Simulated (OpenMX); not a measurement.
# HgSe (F-43m) in OpenMX: phonons with PBE

Aim: the phonons of HgSe with PBE.

All numbers are computed with OpenMX 3.8.5; they aren't measurements. Logs are shortened: lines on timing, memory, paths and dates and some standing lists are left out, and cuts for length are marked.

## 1. The structure

The structure is cubic, space group F-43m (No. 216). The conventional cell has a = 6.078 Å, b = 6.078 Å, c = 6.078 Å, α = 90.00°, β = 90.00°, γ = 90.00°. Hg (site symmetry -43m) has 4 Se at 2.63 Å as nearest neighbours. Se (site symmetry -43m) is surrounded by 4 Hg at 2.63 Å.

## 2. Phonons, PBE

Potentials or basis: OpenMX 2013 PBE set, Hg8.0-s3p2d2, Se7.0-s3p2d1, grid cutoff 700 Ry.

No new run: the results of the series are fitted here.

What came out:

| Quantity | Value |
| --- | --- |
| Highest phonon frequency at Γ, LO-TO splitting left out | 159 cm⁻¹ |

Phonon frequencies in cm⁻¹ (negative: imaginary):
```tsv
q point	frequencies
(0.000, 0.000, 0.000)	0 0 0 159 159 159
```

Caveat: cell and atoms weren't relaxed in this basis first, which shifts the frequencies; the basis of atomic orbitals isn't converged, which shifts pressures, moduli and gaps. Spin-orbit coupling is left out, which matters for the levels of Hg.
